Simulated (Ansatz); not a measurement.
LaAlO$_{3}$ (R-3c-perovskite type, space group R-3c)

```
LaAlO3
1.0
    2.70656     1.56263     4.39782
   -2.70656     1.56263     4.39782
    0.00000    -3.12526     4.39782
La Al O
2 2 6
Direct
  0.25000   0.25000   0.25000
  0.75000   0.75000   0.75000
  0.00000   0.00000   0.00000
  0.50000   0.50000   0.50000
  0.78890   0.71110   0.25000
  0.25000   0.78890   0.71110
  0.71110   0.25000   0.78890
  0.21110   0.28890   0.75000
  0.75000   0.21110   0.28890
  0.28890   0.75000   0.21110
```

The atoms are displaced by Q × the pattern below (from a DFPT mode at Γ, largest move 1; Q in Å), at fixed cell. It is one choice among 2 degenerate patterns.

```tsv
atom	x	y	z
La1	0.000	-0.042	0.000
La2	0.000	-0.042	0.000
Al3	-0.078	0.114	0.000
Al4	0.078	0.114	0.000
O5	0.000	-0.519	0.855
O6	-0.500	0.346	-0.427
O7	0.500	0.346	-0.427
O8	0.000	-0.519	0.855
O9	-0.500	0.346	-0.427
O10	0.500	0.346	-0.427
```

The numbers are results of PBE (plane waves to 420 eV, PAW, scalar-relativistic; Ansatz, a quantum-chemistry and plane-wave program), not measurements. k mesh 8×8×8 (Γ-centred), Fermi-Dirac smearing 0.05 eV. LaAlO3 is run without spin polarisation. LaAlO3 was relaxed with its symmetry unable to fall. 

```json
[
 {"Q (Å)": "-0.180", "−dE/dQ from forces (eV/Å)": "4.024"},
 {"Q (Å)": "-0.150", "−dE/dQ from forces (eV/Å)": "3.282"},
 {"Q (Å)": "-0.120", "−dE/dQ from forces (eV/Å)": "2.579"},
 {"Q (Å)": "-0.090", "−dE/dQ from forces (eV/Å)": "1.906"},
 {"Q (Å)": "-0.060", "−dE/dQ from forces (eV/Å)": "1.257"},
 {"Q (Å)": "-0.030", "−dE/dQ from forces (eV/Å)": "0.624"},
 {"Q (Å)": "0.000", "−dE/dQ from forces (eV/Å)": "0.000"},
 {"Q (Å)": "0.030", "−dE/dQ from forces (eV/Å)": "-0.624"},
 {"Q (Å)": "0.060", "−dE/dQ from forces (eV/Å)": "-1.257"},
 {"Q (Å)": "0.090", "−dE/dQ from forces (eV/Å)": "-1.906"},
 {"Q (Å)": "0.120", "−dE/dQ from forces (eV/Å)": "-2.579"},
 {"Q (Å)": "0.150", "−dE/dQ from forces (eV/Å)": "-3.282"},
 {"Q (Å)": "0.180", "−dE/dQ from forces (eV/Å)": "-4.024"}
]
```

### Question
What harmonic wavenumber does the curvature at Q = 0 give?

### Answer
286 cm⁻¹. E″ = 20.76 eV/Å², M = Σ mᵢ|uᵢ|² = 68.9 u, ν̃ = 521.5·√(|E″|/M).

(For displaced atoms, the force is minus the slope of the energy, and its curvature is a force constant, which sets phonon frequencies.)
